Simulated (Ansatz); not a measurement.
# Mercury, alpha-Hg (rhombohedral) under LDA: convergence with the Gaussian smearing

How small must the Gaussian smearing width be for energy and pressure to settle? The geometry was relaxed under LDA beforehand and stays fixed; 7 values are run, from 0.01 to 1.0 eV. Wanted are the values from which on the energy stays within 10 and 1 meV/atom, and the pressure within 0.5 GPa, of the narrowest run. Within the series other settings stay, but some runs also write fields, which adds to their time. Spin polarisation is left out.

Program: Ansatz 0.2.0. Level of theory: DFT LDA, plane waves with PAW, scalar-relativistic. These are calculated values, not measurements.

### 1 The system as given

The structure is trigonal, space group R-3m (No. 166). Conventional cell: a = 3.493 Å, b = 3.493 Å, c = 6.444 Å, α = 90.00°, β = 90.00°, γ = 120.00°. Hg (site symmetry -3m) is surrounded by 6 Hg at 2.95 Å.

Coordinates:

```cif
data_structure
_symmetry_space_group_name_H-M 'R-3m:H'
_symmetry_Int_Tables_number 166
_cell_length_a 3.4926
_cell_length_b 3.4926
_cell_length_c 6.4436
_cell_angle_alpha 90.000
_cell_angle_beta 90.000
_cell_angle_gamma 120.000
_cell_volume 68.07
loop_
_atom_site_label
_atom_site_type_symbol
_atom_site_symmetry_multiplicity
_atom_site_Wyckoff_symbol
_atom_site_fract_x
_atom_site_fract_y
_atom_site_fract_z
_atom_site_occupancy
Hg1 Hg 3 a 0.00000 0.00000 0.00000 1
```

### 2 Width 0.01 eV

The run at 0.01 eV.

input.yaml reads:

```yaml
crystal:
  lattice:
    - [1.7463233735, 1.0082402698, 2.1478810803]
    - [-1.7463233735, 1.0082402698, 2.1478810803]
    - [0.0, -2.0164805396, 2.1478810803]
  atoms:
    - { symbol: Hg, position: [0.0, 1.0, 0.0] }
hamiltonian:
  xc: lda
  pseudopotentials:
    kind: paw
    azcp:
      Hg: "pseudopotentials/Hg.paw.azcp"
basis:
  ecutwfc: 420
  fft_grid_basis: typed
kpoints:
  mp_grid: { grid: [11, 11, 11], shift: [0, 0, 0] }
magnetization:
  spin_polarized: false
scf:
  occupations: { method: gaussian, width: 0.01 }
  lower_state_search: "off"
output:
  stress: true
```

Launch:

```
ansatz run input.yaml --threads 2 --pin off --max-ram 5120MiB --backend cpu --events-out ev --progress --plain --runs-dir out
```

### 3 Width 0.03 eV

The run at 0.03 eV.

input.yaml, as its differences from that of step 2:

```diff
@@ -21,3 +21,3 @@
 scf:
-  occupations: { method: gaussian, width: 0.01 }
+  occupations: { method: gaussian, width: 0.03 }
   lower_state_search: "off"
```

### 4 Width 0.1 eV

The run at 0.1 eV.

input.yaml, as its differences from that of step 3:

```diff
@@ -21,3 +21,3 @@
 scf:
-  occupations: { method: gaussian, width: 0.03 }
+  occupations: { method: gaussian, width: 0.1 }
   lower_state_search: "off"
```

### 5 Width 0.2 eV

The run at 0.2 eV.

input.yaml, as its differences from that of step 4:

```diff
@@ -21,3 +21,3 @@
 scf:
-  occupations: { method: gaussian, width: 0.1 }
+  occupations: { method: gaussian, width: 0.2 }
   lower_state_search: "off"
@@ -25 +25,5 @@
   stress: true
+  write_density: true
+  write_potential: true
+  elf: true
+  volumetric_format: npy
```

### 6 Width 0.3 eV

The run at 0.3 eV.

input.yaml, as its differences from that of step 5:

```diff
@@ -21,3 +21,3 @@
 scf:
-  occupations: { method: gaussian, width: 0.2 }
+  occupations: { method: gaussian, width: 0.3 }
   lower_state_search: "off"
@@ -25,5 +25 @@
   stress: true
-  write_density: true
-  write_potential: true
-  elf: true
-  volumetric_format: npy
```

### 7 Width 0.6 eV

The run at 0.6 eV.

input.yaml, as its differences from that of step 6:

```diff
@@ -21,3 +21,3 @@
 scf:
-  occupations: { method: gaussian, width: 0.3 }
+  occupations: { method: gaussian, width: 0.6 }
   lower_state_search: "off"
@@ -25 +25,5 @@
   stress: true
+  write_density: true
+  write_potential: true
+  elf: true
+  volumetric_format: npy
```

### 8 Width 1.0 eV

The run at 1.0 eV.

input.yaml, as its differences from that of step 7:

```diff
@@ -21,3 +21,3 @@
 scf:
-  occupations: { method: gaussian, width: 0.6 }
+  occupations: { method: gaussian, width: 1.0 }
   lower_state_search: "off"
@@ -25,5 +25 @@
   stress: true
-  write_density: true
-  write_potential: true
-  elf: true
-  volumetric_format: npy
```

(Steps that only read results are left out.)

**Question.** What will these runs give?

The runs gave:

```
                                           quantity                       value
       E(σ → 0) stays within 10 meV/atom of 0.01 eV                up to 1.0 eV
                   E(σ → 0) stays within 1 meV/atom                up to 0.6 eV
                      pressure stays within 0.5 GPa                up to 1.0 eV
                                pressure at 0.01 eV                    0.19 GPa
energy of a separate run on a finer mesh (19×19×19)  +2.5 meV/atom from 0.01 eV
```

The far end, 1.0 eV, lies +3.2 meV/atom and -0.1 GPa from the yardstick. Over the range F shifts by -71.7 meV/atom, while E(σ → 0) shifts by +3.2. In theory F falls as the square of the width under this scheme, but here the ratio is not steady: the mesh at narrow widths, or a density of states that varies over the wide ones, can both cause that. The mesh (11×11×11) is fixed, so the narrowest widths carry a k-point error of their own. The yardstick itself is unsettled by 2.5 meV/atom against the finer mesh, so the thresholds above hold only within this series, and wider smearing, which averages over more states, can land nearer the fine-mesh value than the narrowest does.
